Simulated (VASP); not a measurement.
Input of a VASP 6.6.1 run:

Contents of INCAR:

```
ALGO = Normal
CSHIFT = 0.1
EDIFF = 1E-7
ENCUT = 520
GGA = PE
ISIF = 2
ISMEAR = 0
LASPH = T
LCHARG = F
LOPTICS = T
LREAL = F
LWAVE = F
NBANDS = 57
NEDOS = 1000
NELM = 80
PREC = Accurate
SIGMA = 0.02
```

KPOINTS

```
k-points
0
Gamma
  10 10 8
```

Contents of POSCAR:

```
TiB2
1.0
    3.0292000000      0.0000000000      0.0000000000
   -1.5146000000      2.6233641531      0.0000000000
    0.0000000000      0.0000000000      3.2284000000
Ti B
1 2
Direct
    0.0000000000      0.0000000000      0.0000000000
    0.6666666667      0.3333333333      0.5000000000
    0.3333333333      0.6666666667      0.5000000000
```

Potentials or basis: VASP PAW PBE potentials, release 64 (Ti_sv, B).

Command:

```bash
$ cat potpaw_PBE.64/Ti_sv/POTCAR potpaw_PBE.64/B/POTCAR > POTCAR
$ mpirun -np 1 vasp_std > vasp.out
```

Question: What does it give for the band gap on the k mesh?

Answer: None (metal or under the smearing width).

Question: Predict the pressure.

Answer: 0.5 GPa.

Dielectric function (mean over the directions given):
```csv
energy (eV),real part,imaginary part
0.47,-91.00,22.72
0.95,-4.84,5.35
1.42,6.12,41.92
1.89,1.20,44.47
2.37,-1.59,11.71
2.84,0.51,21.26
3.31,-2.25,5.50
3.94,1.64,6.64
4.42,0.00,8.55
4.89,1.44,4.80
5.36,1.74,5.51
5.84,-2.04,4.95
6.31,0.64,5.59
6.94,1.12,8.37
7.42,1.41,6.88
7.89,0.37,11.04
8.36,-3.11,10.96
8.84,-2.30,5.64
9.31,-1.24,6.18
9.78,-1.56,5.06
10.41,-0.81,3.66
10.89,-1.31,5.98
11.36,-1.25,5.93
11.83,-2.92,4.32
12.31,-2.36,1.94
12.78,-2.41,4.33
13.41,-2.53,0.96
13.88,-2.27,1.18
14.36,-1.59,1.54
14.83,-1.68,1.99
15.30,-1.81,1.39
15.78,-1.46,1.09
16.25,-1.22,0.49
16.88,-1.13,0.63
17.36,-0.70,0.34
17.83,-0.71,0.54
18.30,-0.60,0.86
18.78,-0.66,0.91
19.25,-0.55,0.42
19.88,-0.28,0.34
```

Caveat: spectra need much finer meshes, so this one isn't converged; independent-particle spectra lack excitons; the intraband (Drude) part of a metal's response may be missing.
